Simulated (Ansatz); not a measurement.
## MnO2 in Ansatz: convergence with k mesh

Crystal: MnO2.

```
CELL_PARAMETERS angstrom
4.40042 0.00000 0.00000
0.00000 4.40042 0.00000
0.00000 0.00000 2.86708
ATOMIC_POSITIONS crystal
Mn 0.50000 0.50000 0.50000
Mn 0.00000 0.00000 0.00000
O 0.80492 0.19508 0.50000
O 0.69508 0.69508 0.00000
O 0.19508 0.80492 0.50000
O 0.30492 0.30492 0.00000
```

The cell is a database's computed one.

| Item | Value |
| --- | --- |
| Program | Ansatz 0.2.0 |
| Task | convergence study |
| Functional | r2SCAN |
| Potentials or basis | PseudoDojo standard (PBE files) |
| Cutoff | 1306 eV |
| Density cutoff | 5225 eV |
| k mesh | 2 × 2 × 3 |
| Occupations | fermi-dirac, width 0.05 eV |
| Spin | collinear spin, ferromagnetic start |
| Starting moments | [4.0, 4.0, 0.0, 0.0, 0.0, 0.0] μB |

These are the settings of the first run; the series varies k mesh, with any setting tied to it.

Hardware: 2 threads of Intel(R) Xeon(R) Platinum 8488C (Sapphire Rapids) (shared host).

```tsv
k mesh	energy less the tightest run, at zero smearing (meV/atom)	pressure (GPa)	largest force (eV/Å)	absolute moment (μB)	SCF cycles	CPU time (s)	peak memory (GiB)
2 × 2 × 3	16.78	-1.32	0.152	6.31	15	19	0.81
3 × 3 × 4	2.15	-2.11	0.106	6.27	16	23	0.87
4 × 4 × 5	0.20	-2.21	0.103	6.26	16	35	0.95
5 × 5 × 7	-0.02	-2.27	0.101	6.26	16	42	0.99
6 × 6 × 8	-0.04	-2.28	0.100	6.26	16	78	1.2
7 × 7 × 10	-0.02	-2.29	0.100	6.26	16	97	1.3
8 × 8 × 13	-0.01	-2.29	0.099	6.26	16	160	1.7
10 × 10 × 15	0.00	-2.29	0.099	6.25	16	240	2.3
```

Against the tightest run, the energy stays within 1 meV/atom from 4 × 4 × 5 on; the pressure stays within 0.1 GPa from 4 × 4 × 5 on; the largest force stays within 0.005 eV/Å from 4 × 4 × 5 on; the absolute moment stays within 0.02 μB from 3 × 3 × 4 on. Meshes of other sizes hit other points, so gaps and Fermi surfaces needn't settle smoothly. The tightest run that finished is the yardstick and may itself not be fully converged.

Caveat, for the tightest run too: the meta-GGA runs on potentials made for a GGA; the magnetic or orbital state may not be the lowest; the potentials were made for another functional, which shifts forces and pressure; semilocal functionals often make such compounds metallic where correlation or magnetic order opens a gap, which also shifts bond lengths; only a ferromagnetic start was run, and an antiferromagnetic order may lie lower in energy.
